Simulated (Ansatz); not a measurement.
Runs of Ansatz 0.2.0 on Cu. It takes space group Fm-3m (No. 225, cubic). Conventional cell: a = 3.615 Å, b = 3.615 Å, c = 3.615 Å, α = 90.00°, β = 90.00°, γ = 90.00°. Cu (site symmetry m-3m) is surrounded by 12 Cu at 2.56 Å. 

```csv
task,level,cell,k mesh,smearing,mesh quality,gap on the mesh (eV),pressure (GPa),relaxed volume (Å³/atom)
relaxation of cell and atoms,HSE06,relaxed,7 × 7 × 7,methfessel-paxton 0.1 eV,coarse,none,0.0,11.95
single point,PBE,as given,13 × 13 × 13,gaussian 0.024 eV,not flagged,none,1.7,-
single point,PBE,as given,13 × 13 × 13,gaussian 0.02 eV,not flagged,none,1.7,-
single point,PBE,as given,13 × 13 × 13,gaussian 0.025 eV,not flagged,none,1.7,-
relaxation of cell and atoms,PBEsol+D4,relaxed,13 × 13 × 13,fermi-dirac 0.05 eV,not flagged,none,0.0,(a)
relaxation of cell and atoms,PBE+D4,relaxed,13 × 13 × 13,fermi-dirac 0.05 eV,not flagged,none,0.0,11.39
density of states,PBEsol0,as given,7 × 7 × 7,fermi-dirac 0.02 eV,coarse,none,-4.5,-
single point,PBE,as given,13 × 13 × 13,gaussian 0.015 eV,not flagged,none,1.7,-
```

Alike in all rows: potentials or basis Ansatz PAW; no spin polarisation; cutoff (eV) 420.

Task: Estimate the missing entries.

Result: (a) 11.03.

Caveats: some runs use coarse meshes; the plane-wave basis is chosen anew once the cell has moved, so the energies of steps on either side of that aren't comparable (some runs); the PAW data sets come from PBE, with cores solved anew for the run's functional, which leaves a small shift of forces and pressure (some runs); pairwise dispersion overbinds metals, which lowers pressure and volume (some runs); the thresholds are loose for stress (some runs).

A gap of «none» marks a metal or a gap under the smearing width.
